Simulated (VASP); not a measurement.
A run of VASP 6.6.1 is set up as follows.

Contents of INCAR:

```
  PREC = Accurate
  ENCUT = 500
  EDIFF = 1E-6
  ISMEAR = 0
  SIGMA = 0.02
  LREAL = False
  LASPH = True
  NELM = 100
  ALGO = Normal
  ISIF = 2
  LWAVE = False
  LCHARG = True
  GGA = PE
  LELF = True
  LVHAR = True
  NBANDS = 16
```

The input KPOINTS:

```
regular mesh
0
Gamma
  4 4 4
```

The input POSCAR:

```
InP
1.0
    0.0000000000      2.7688340000      2.7688340000
    2.7688340000      0.0000000000      2.7688340000
    2.7688340000      2.7688340000      0.0000000000
In P
1 1
Direct
    0.0000000000      0.0000000000      0.0000000000
    0.5000000000      0.5000000000      0.5000000000
```

Potentials or basis: VASP PAW PBE potentials, release 64 (In_d_GW, P_GW).

The run is started by

```console
$ cat potpaw_PBE.64/In_d_GW/POTCAR potpaw_PBE.64/P_GW/POTCAR > POTCAR
$ mpirun -np 1 vasp_std > vasp.out
```

Problem. What does it give for the pressure?

Solution. 0.1 GPa.

Problem. Estimate the band gap on the k mesh.

Solution. None (metal or under the smearing width).

Caveat: the k mesh is coarse (spacing up to 0.49 Å⁻¹), so the values aren't converged.
